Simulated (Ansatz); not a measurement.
**SrTiO3: the band gap up the ladder of functionals**

The task here is to estimate one member of a computed series from the others.

Code: Ansatz 0.2.0. PAW datasets, plane waves. (Simulation; spin polarisation is off.)

## The system as given

The cell was relaxed beforehand with r2SCAN.

Space group I4/mcm (No. 140), tetragonal; a = 5.518 Å, c = 7.827 Å in the conventional setting, 11.92 Å³ an atom. Around Sr lie 12 O at 2.67–2.86 Å; around Ti lie 6 O at 1.96 Å; around O lie 2 Ti at 1.96 Å and 4 Sr at 2.67–2.86 Å; around O lie 2 Ti at 1.96 Å and 4 Sr at 2.76 Å.

As a file:

```
Sr Ti O
1.0
    -2.75891    2.75891    3.91361
     2.75891   -2.75891    3.91361
     2.75891    2.75891   -3.91361
Sr Ti O
2 2 6
Direct
  0.75000 0.25000 0.50000
  0.25000 0.75000 0.50000
  0.00000 0.00000 0.00000
  0.50000 0.50000 0.00000
  0.23310 0.73310 0.96620
  0.73310 0.76690 0.50000
  0.26690 0.23310 0.50000
  0.75000 0.75000 0.00000
  0.76690 0.26690 0.03380
  0.25000 0.25000 0.00000
```

Set-up of the first run:

Contents of input.yaml:

```yaml
crystal:
  lattice:
    - [-2.7589058476, 2.7589058476, 3.91361141]
    - [2.7589058476, -2.7589058476, 3.91361141]
    - [2.7589058476, 2.7589058476, -3.91361141]
  atoms:
    - { symbol: Sr, position: [0.75, 0.25, 0.5] }
    - { symbol: Sr, position: [0.25, 0.75, 0.5] }
    - { symbol: Ti, position: [0.0, 0.0, 0.0] }
    - { symbol: Ti, position: [0.5, 0.5, 0.0] }
    - { symbol: O, position: [0.2330992722, 0.7330992722, 0.9661985445] }
    - { symbol: O, position: [0.7330992722, 0.7669007278, 0.5] }
    - { symbol: O, position: [0.2669007278, 0.2330992722, 0.5] }
    - { symbol: O, position: [0.75, 0.75, 0.0] }
    - { symbol: O, position: [0.7669007278, 0.2669007278, 0.0338014555] }
    - { symbol: O, position: [0.25, 0.25, 0.0] }
kpoints:
  mp_grid: { grid: [6, 6, 6] }
  band_path:
    path:
      - [[0.0, 0.0, 0.0], [-1.03490181778e-17, 1.03490181778e-17, 0.5], [0.25, 0.25, 0.25], [1.294241819191e-17, 0.5, -1.294241819191e-17], [0.0, 0.0, 0.0], [0.5, 0.5, -0.5], [0.3742391195471, 0.6257608804529, -0.3742391195471]]
      - [[-0.3742391195471, 0.3742391195471, 0.3742391195471], [0.0, 0.0, 0.0]]
      - [[-1.03490181778e-17, 1.03490181778e-17, 0.5], [-0.2484782390941, 0.2484782390941, 0.5]]
      - [[0.5, 0.5, -0.2484782390941], [0.5, 0.5, -0.5]]
    npoints: 10
hamiltonian:
  xc: pbe
scf:
  occupations: { method: fermi_dirac, width: 0.02 }
  n_extra_bands: 6
output:
  forces: true
  stress: true
  eigenvalues: true
```

Run with:

```
$ ansatz run input.yaml --threads 4 --pin off --max-ram 6451MiB --backend cpu --events-out ev --progress --plain --runs-dir out
```

Among the steps run: PBE band path; r2SCAN at the same geometry; Single point with HSE06; PBE+SOC at the same geometry; Single point with PBE0.

One table of the session follows, with a row left open; its other results are not shown here.

```
  level  gap (eV)
    PBE      1.94
 r2SCAN      2.31
  HSE06         ?
PBE+SOC      1.93
   PBE0      4.13
```

**Question.** Estimate the row for HSE06.

**Answer.** gap (eV): 3.39. In the column «gap (eV)» it lies between r2SCAN (2.31) and PBE0 (4.13).

Meshes: PBE 6×6×6, r2SCAN 6×6×6, HSE06 4×4×4, PBE+SOC 6×6×6, PBE0 4×4×4

In words: PBE+SOC gives the least gap, 1.93 eV, and PBE0 the largest, 4.13 eV. PBE reaches 57 % of the HSE06 value, and r2SCAN 68 %. PBE0 lies 0.74 eV above HSE06, which differs from it by screening the long-range exchange.

Limits of these values: Warnings in the runs' records: stress exchange threshold loose, stress scf threshold loose.
